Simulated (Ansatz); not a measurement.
MgAl$_{2}$O$_{4}$:
```yaml
crystal:
  lattice:
    - [0.00000, 4.08434, 4.08434]
    - [4.08434, 0.00000, 4.08434]
    - [4.08434, 4.08434, 0.00000]
  atoms:
    - { symbol: Mg, position: [0.75000, 0.75000, 0.75000] }
    - { symbol: Mg, position: [0.50000, 0.50000, 0.50000] }
    - { symbol: Al, position: [0.62500, 0.12500, 0.12500] }
    - { symbol: Al, position: [0.12500, 0.12500, 0.62500] }
    - { symbol: Al, position: [0.12500, 0.62500, 0.12500] }
    - { symbol: Al, position: [0.12500, 0.12500, 0.12500] }
    - { symbol: O, position: [0.36146, 0.36146, 0.36146] }
    - { symbol: O, position: [0.33437, 0.88854, 0.88854] }
    - { symbol: O, position: [0.36146, 0.36146, 0.91563] }
    - { symbol: O, position: [0.88854, 0.33437, 0.88854] }
    - { symbol: O, position: [0.91563, 0.36146, 0.36146] }
    - { symbol: O, position: [0.88854, 0.88854, 0.88854] }
    - { symbol: O, position: [0.36146, 0.91563, 0.36146] }
    - { symbol: O, position: [0.88854, 0.88854, 0.33437] }
```

Relaxed with PBE. Special points in fractions of this cell's reciprocal vectors: Γ (0.000, 0.000, 0.000); X (0.500, 0.000, 0.500); U (0.625, 0.250, 0.625); K (0.375, 0.375, 0.750); L (0.500, 0.500, 0.500); W (0.500, 0.250, 0.750).

Problem. List the band energies nearest the valence-band maximum at these points for DFT-PBE in the program Ansatz with PAW potentials.

Solution. In eV from the valence-band maximum; about four levels below and three above (degenerate sets whole), none deeper than 8.9 eV; points with the same levels are listed once.

| k | below | above |
|---|---|---|
| Γ | -0.39 -0.39 -0.39 -0.01 -0.01 -0.01 | 5.12 8.15 8.15 8.15 |
| X | -0.51 -0.51 -0.23 -0.23 | 8.17 8.17 9.39 9.39 |
| U | -0.72 -0.56 -0.46 -0.14 | 8.21 8.36 8.73 |
| L | -0.39 -0.39 -0.10 -0.10 | 7.48 7.52 9.29 9.29 |
| W | -0.62 -0.62 -0.32 -0.32 | 8.39 8.39 9.04 9.04 |

Space group Fd-3m (spinel). Symmetry was held in the PBE relaxation.

Potentials: the later of the program's two PAW sets.
